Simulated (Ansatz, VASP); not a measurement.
One calculation of MnSb, two programs

```xyz
2
Lattice="0.0000 2.7950 2.7950 2.7950 0.0000 2.7950 2.7950 2.7950 0.0000" Properties=species:S:1:pos:R:3 pbc="T T T"
Mn    0.0000    0.0000    0.0000
Sb    2.7950    2.7950    2.7950
```

The cell comes from a database or a generator and needn't be the stable form of this composition.

Alike in both runs: task single point; functional PBEsol; k mesh 16 × 16 × 16; occupations gaussian, width 0.15 eV; collinear spin.

|  | VASP | Ansatz |
| --- | --- | --- |
| version | VASP 6.6.1 | Ansatz 0.2.0 |
| potentials or method | VASP PAW PBE potentials, release 64 (Mn_pv, Sb) | scalar-relativistic, plane waves, PAW |
| plane-wave cutoff (eV) | 520 | 420 |
| valence electrons in the cell | 18 | 30 |

|  | VASP | Ansatz | Ansatz less VASP |
| --- | --- | --- | --- |
| gap on the k mesh at the Fermi level (eV) | none | none | - |
| pressure (GPa) | -4.1 | -4.1 | -0.05 |
| net moment per atom (μB) | 1.92 | 1.92 | +0.003 |
| size of the moment on the site where the two differ most (μB) | 3.74 | 3.79 | +0.044 |

Site moments also hang on the region over which each program counts them. A gap of «none» marks a metal or a gap that the smearing closes. The functional is the same, so the differences come from potentials, cutoffs and numerics. The two sets of potentials don't hold the same shells in valence.

Caveats: the PAW data sets were made with another functional, which shifts forces and pressure a little (VASP); a cell with one magnetic atom can't hold antiferromagnetic order, which such compounds often take. Spin-orbit coupling is left out, which matters for the levels of Sb.
